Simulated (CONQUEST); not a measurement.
Runs of CONQUEST 1.3 on BaTe. It takes space group Fm-3m (No. 225, cubic). The conventional cell has a = 6.820 Å, b = 6.820 Å, c = 6.820 Å, α = 90.00°, β = 90.00°, γ = 90.00°. Around Ba (site symmetry m-3m) lie 6 Te at 3.41 Å. Around Te (site symmetry m-3m) lie 6 Ba at 3.41 Å. 

| task | level | potentials or basis | spin | cell | k mesh | smearing | other keys | gap on the mesh (eV) | pressure (GPa) | moment (μB) | largest force (eV/Å) |
| --- | --- | --- | --- | --- | --- | --- | --- | --- | --- | --- | --- |
| band structure | PBEsol | PseudoDojo NC PBEsol, SZ, grid cutoff 120 Ha | collinear, antiferromagnetic start | atoms moved at random, drawn with an rms of 0.05 Å | 5 × 5 × 4 | fermi-dirac 0.1 eV | - | - | - | 0.00 | - |
| single point | PBEsol | PseudoDojo NC PBEsol, SZ, grid cutoff 120 Ha | collinear, antiferromagnetic start | atoms moved at random, drawn with an rms of 0.05 Å | 5 × 5 × 4 | fermi-dirac 0.1 eV | - | 2.49 | 7.5 | 0.00 | 0.28 |
| single point | PBEsol | PseudoDojo NC PBEsol, DZP, grid cutoff 120 Ha | off | as given | 6 × 6 × 4 | fermi-dirac 0.05 eV | - | 1.16 | (a) | - | - |
| single point | LDA | PseudoDojo NC LDA, DZP, grid cutoff 100 Ha | off | atoms moved at random, drawn with an rms of 0.15 Å | 6 × 6 × 4 | fermi-dirac 0.05 eV | SC.MaxPulay = 8 | 1.51 | 2.3 | - | 0.96 |

Task: Estimate the missing entries.

Result: (a) 2.6.

Caveats: spin-orbit coupling is left out, which moves the levels of the heavy elements; the basis of atomic orbitals isn't converged, which shifts pressures, moduli and gaps; the atomic basis is small (some runs); the box holds several primitive cells, so bands are folded and the points are those of the box's own zone (some runs); an odd mesh through Γ misses points on the zone boundary, where band edges often lie (some runs).

A k mesh can miss the band edges, and the runs leave out spin-orbit coupling on Ba, Te.
